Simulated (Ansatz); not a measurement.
# Nb under changes of volume

One of the cells (18.428 Å³/atom); the others are scaled copies at fixed shape and fractional positions:

```
Nb
1.0
    -1.66395    1.66395    1.66395
     1.66395   -1.66395    1.66395
     1.66395    1.66395   -1.66395
Nb
1
Direct
  0.00000 0.00000 0.00000
```

- Program: Ansatz 0.2.0
- Functional: PBE
- Potentials or basis: Ansatz PAW earlier set
- Cutoff: 708 eV (not typed: the program's choice for these potentials)
- k mesh: 11 × 11 × 11
- Occupations: fermi-dirac, width 0.05 eV
- Spin: no spin polarisation

```tsv
volume (Å³/atom)	energy over the lowest point (meV/atom)	pressure (GPa)
17.322	24.46	9.3
17.691	7.78	5.2
18.060	0.00	1.5
18.428	0.48	-2.0
18.797	8.61	-5.2
19.165	?	?
19.534	45.32	-10.7
```

What does the run at 19.165 Å³/atom give?

Energy over the lowest point 23.77 meV/atom; pressure -8.0 GPa.

Worked out: A Birch-Murnaghan fit of order 3 (a polynomial in V^(-2/3)) to the other rows has its minimum at 18.22 Å³/atom with B0 = V·E''(V) = 171 GPa and B' = 2.9. It gives 23.69 meV/atom at 19.165 Å³/atom, against the run's 23.77, and -dE/dV = -8.0 GPa, against -8.0.

Energies are extrapolated to zero smearing.
